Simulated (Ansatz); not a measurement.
Crystal: PtS2.

```
CELL_PARAMETERS angstrom
3.54320 0.00000 0.00000
-1.77160 3.06850 0.00000
0.00000 0.00000 5.03880
ATOMIC_POSITIONS crystal
Pt 0.00000 0.00000 0.00000
S 0.66667 0.33333 0.77300
S 0.33333 0.66667 0.22700
```

Base run:

- Program: Ansatz 0.2.0
- Functional: HSE06 form with a typed share of exact exchange
- Potentials or basis: Ansatz PAW
- Cutoff: 420 eV (not typed: the program's choice for these potentials)
- k mesh: 5 × 5 × 3
- Occupations: fermi-dirac, width 0.05 eV
- Spin: no spin polarisation

Its results: band gap on the k mesh 2.21 eV, indirect (least direct gap 2.48 eV); pressure 6.7 GPa; largest force 0.874 eV/Å.

**Question.** After a change of settings the same cell gave: band gap on the k mesh 1.77 eV, indirect (least direct gap 2.03 eV); pressure 7.4 GPa; largest force 0.937 eV/Å. Which change was it?
A. screening (1/å) from 0.1 to 0.3
B. screening (1/å) from 0.1 to 0.15
C. functional from HSE06 form with a typed share of exact exchange to LDA; k mesh from 5 × 5 × 3 to 9 × 9 × 5
D. screening (1/å) from 0.1 to 0.2

**Answer.** A.

Caveats: odd divisions of the mesh miss points on the zone boundary, where band edges often lie, so the gap on the mesh can be too wide; spin-orbit coupling is left out, which moves the levels of the heavy elements; the PAW data sets come from PBE, with cores solved anew for the run's functional, which leaves a small shift of forces and pressure; the thresholds are loose for stress.
